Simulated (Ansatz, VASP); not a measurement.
**Se: VASP beside Ansatz**

```
Se
1.0
     0.00000    3.15748    3.15748
     3.15748    0.00000    3.15748
     3.15748    3.15748    0.00000
Se
2
Direct
  0.12500 0.12500 0.12500
  0.87500 0.87500 0.87500
```

Alike in both runs: task single point; functional BLYP; k mesh 10 × 10 × 10; occupations fermi-dirac, width 0.1 eV; no spin polarisation.

```csv
,VASP,Ansatz
version,VASP 6.6.1,Ansatz 0.2.0
potentials or method,"VASP PAW PBE potentials, release 64 (Se)","plane waves (420 eV) with PAW, scalar-relativistic"
plane-wave cutoff (eV),520,420
valence electrons in the cell,12,32
```

Ansatz gave:

```
pressure (GPa) : 3.2
```

Task: Which values does VASP return?

Result: Pressure (GPa): 3.4.

The two sets of potentials don't hold the same shells in valence.

Caveats: the PAW data sets were made with another functional, which shifts forces and pressure a little (VASP).
